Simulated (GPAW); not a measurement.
Crystal: AlPt.

```xyz
2
Lattice="3.0915 0.0000 0.0000 0.0000 3.0915 0.0000 0.0000 0.0000 3.0915" Properties=species:S:1:pos:R:3 pbc="T T T"
Pt    1.5458    1.5458    1.5458
Al    0.0000    0.0000    0.0000
```

Measurements of this composition are mostly on another form, of space group No. 198.

Base run:

* Program: GPAW 26.7.0
* Functional: PBEsol
* Potentials or basis: PAW data sets generated in the run's folder for this functional
* Cutoff: 600 eV
* Basis: pw
* k mesh: 9 × 9 × 9
* Occupations: fermi-dirac, width 0.05 eV
* Spin: no spin polarisation

Its results: pressure -5.2 GPa.

Q: The run is repeated on the same cell with these changes: functional from PBEsol to LDA; potentials or basis from PAW data sets generated in the run's folder for this functional to the program's PAW data sets (release 1.2.1) made for this functional. What comes out?

A: Pressure -9.4 GPa.
